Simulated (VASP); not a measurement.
Set up this calculation in VASP 6.6.1, as the native input.

```yaml
Task: band structure
Functional: LDA
Potentials_or_basis: VASP PAW LDA potentials, release 64 (Ir, O)
Cutoff: 520 eV
k_mesh: 8 × 8 × 12
Occupations: methfessel-paxton, width 0.1 eV
Spin: no spin polarisation
Further_INCAR_settings: ALGO = Normal; EDIFF = 1e-07; NBANDS = 30
```

The structure of IrO2 lies in POSCAR:

```
IrO2                                    
1.0
    4.4837704648      0.0000000000      0.0000000000
   -0.0000000000      4.4837704648      0.0000000000
    0.0000000000      0.0000000000      3.1637946960
  Ir              O             
     2     4
Direct
     0.0000000000000000    0.0000000000000000    0.0000000000000000
     0.5000000000000000    0.5000000000000000    0.5000000000000000
     0.3088508816894303    0.3088508816894303    0.0000000000000000
     0.1911491183105698    0.8088508816894302    0.5000000000000000
     0.6911491183105698    0.6911491183105698    0.0000000000000000
     0.8088508816894302    0.1911491183105698    0.5000000000000000
```

The input as run:

INCAR

```
  PREC = Accurate
  ENCUT = 520
  EDIFF = 1E-7
  ISMEAR = 1
  SIGMA = 0.1
  LREAL = False
  LASPH = True
  NELM = 80
  ALGO = Normal
  ISIF = 2
  LWAVE = False
  LCHARG = False
  LMAXMIX = 4
  NBANDS = 30
  KPAR = 4
```

KPOINTS

```
Automatic mesh
0
Gamma
  8 8 12
```

KPOINTS_OPT

```
explicit points
168
Reciprocal
 0.0000000000  0.0000000000  0.0000000000 1
 0.0000000000  0.0555555556  0.0000000000 1
 0.0000000000  0.1111111111  0.0000000000 1
 0.0000000000  0.1666666667  0.0000000000 1
 0.0000000000  0.2222222222  0.0000000000 1
 0.0000000000  0.2777777778  0.0000000000 1
[... 160 lines left out ...]
 0.0000000000  0.0000000000  0.5175947400 1
 0.0000000000  0.0000000000  0.4824052600 1
```

Potentials or basis: VASP PAW LDA potentials, release 64 (Ir, O).

The run is started by

```bash
$ cat potpaw_LDA.64/Ir/POTCAR potpaw_LDA.64/O/POTCAR > POTCAR
$ mpirun -np 4 vasp_std > vasp.out
```

Results of the run:

```yaml
Pressure: -6.0 GPa
Largest_force: 0.027 eV/Å
Band_gap_along_the_path: none (metal or under the smearing width)
```

Caveat: spin-orbit coupling is left out, which moves the levels of the heavy elements.

Wall time 31 s on 4 MPI ranks on Intel(R) Xeon(R) 6975P-C (Granite Rapids), with other jobs on the host, peak memory 0.36 GiB a rank.
